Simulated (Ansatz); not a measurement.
## Response to strain in ZnTe

Take ZnTe in the zinc blende structure (space group F-43m, No. 216; a = 6.1134 Å) as the base. Axes: x, y, z lie along the cube axes.

Strains are applied to the cell and any free atomic positions relax; under biaxial strain the out-of-plane vector relaxes too; under stress the whole cell relaxes.

Levels (all Ansatz, a program for electronic structure, PAW): r2SCAN (500 eV, no spin-orbit coupling); HSE06 (420 eV, no SOC).

Band gaps by level, all at the geometries relaxed with r2SCAN:

```tsv
case	r2SCAN	HSE06
base	1.79 eV	2.24 eV
biaxial strain −1.00 %, plane normal [111], relaxed out of plane	1.82 eV	2.27 eV
isotropic strain −0.73 %	1.90 eV	2.36 eV
tensor shear ε_xz = +1.32 %	1.69 eV	___
uniaxial stress, 3 GPa compression along x	1.61 eV	___
tensor shear ε_xy = −1.56 %	1.67 eV	___
```

### Question
Complete the table.

### Answer

- tensor shear ε_xz = +1.32 %, HSE06: 2.14 eV
- uniaxial stress, 3 GPa compression along x, HSE06: 2.05 eV
- tensor shear ε_xy = −1.56 %, HSE06: 2.12 eV

Single points use the geometry relaxed with r2SCAN. Spin-orbit coupling, missing from the scalar runs, can matter with Te. Stability under load was not tested beyond the relaxation.
